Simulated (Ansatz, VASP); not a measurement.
This is a calculation of WC (Qusongite) for VASP 6.6.1. 

File INCAR:

```
SYSTEM = WC
  PREC = Accurate
  ENCUT = 600
  EDIFF = 1E-6
  ISMEAR = -1
  SIGMA = 0.05
  LREAL = .FALSE.
  LASPH = .TRUE.
  NELM = 80
  ALGO = Fast
  ISIF = 3
  LWAVE = .FALSE.
  LCHARG = .FALSE.
  GGA = B5
  ALDAX = 1.0
  AGGAX = 1.0
  AGGAC = 1.0
  ALDAC = 0.0
  IBRION = 2
  NSW = 60
  EDIFFG = -0.01
```

The input KPOINTS:

```
regular mesh
0
G
  10 10 9
  0 0 0
```

File POSCAR:

```
WC
1.0
    2.9065000000      0.0000000000      0.0000000000
   -1.4532500000      2.5171028361      0.0000000000
    0.0000000000      0.0000000000      2.8366000000
W C
1 1
Direct
    0.0000000000      0.0000000000      0.0000000000
    0.6666666667      0.3333333333      0.5000000000
```

Potentials or basis: VASP PAW PBE potentials, release 64 (W_sv, C).

Command:

```sh
$ cat potpaw_PBE.64/W_sv/POTCAR potpaw_PBE.64/C/POTCAR > POTCAR
$ mpirun -np 1 vasp_std > vasp.out
```

What does the same run look like in Ansatz 0.2.0? Potentials or basis there: Ansatz PAW, cutoff 420 eV.

As run (cutoffs and basis follow the program's own potentials, and thresholds, step limits or extra output files can differ):

The input input.yaml:

```yaml
crystal:
  lattice:
    - [2.9065, 0.0, 0.0]
    - [-1.45325, 2.5171028361, 0.0]
    - [0.0, 0.0, 2.8366]
  atoms:
    - { symbol: W, position: [0.0, 0.0, 0.0] }
    - { symbol: C, position: [0.6666666667, 0.3333333333, 0.5] }
hamiltonian:
  xc: blyp
  pseudopotentials: { kind: paw }
kpoints:
  mp_grid: { grid: [10, 10, 9] }
scf:
  occupations: { method: fermi_dirac, width: 0.05 }
output:
  forces: true
  stress: true
relax:
  f_tol: 0.01
  max_steps: 40
  cell: { stress_tol: 0.05 }
```

Potentials or basis: Ansatz PAW.

Launch:

```bash
$ ansatz run input.yaml --threads 2 --pin off --max-ram 5632MiB --backend cpu --events-out ev --progress --plain --runs-dir out
```

Both were run:

|  | VASP | Ansatz |
| --- | --- | --- |
| Relaxed volume | 10.96 Å³/atom | 10.89 Å³/atom |
| Relaxed cell | a = 2.965 Å, b = 2.965 Å, c = 2.878 Å, α = 90.00°, β = 90.00°, γ = 120.00° | a = 2.959 Å, b = 2.959 Å, c = 2.872 Å, α = 90.00°, β = 90.00°, γ = 120.00° |
| Space group after relaxing | P-6m2 (No. 187) | P-6m2 (No. 187) |
| Pressure after relaxing | 0.0 GPa | 0.0 GPa |

Ansatz's pressure holds a Pulay term of +0.32 GPa for its cutoff of 420 eV, which the other run lacks.

VASP's potentials were made for PBE. Ansatz's potentials were made for PBE.

Where Ansatz's input types no cutoff or centring, it takes its own default and a Γ-centred mesh.

Pressure is positive in compression.
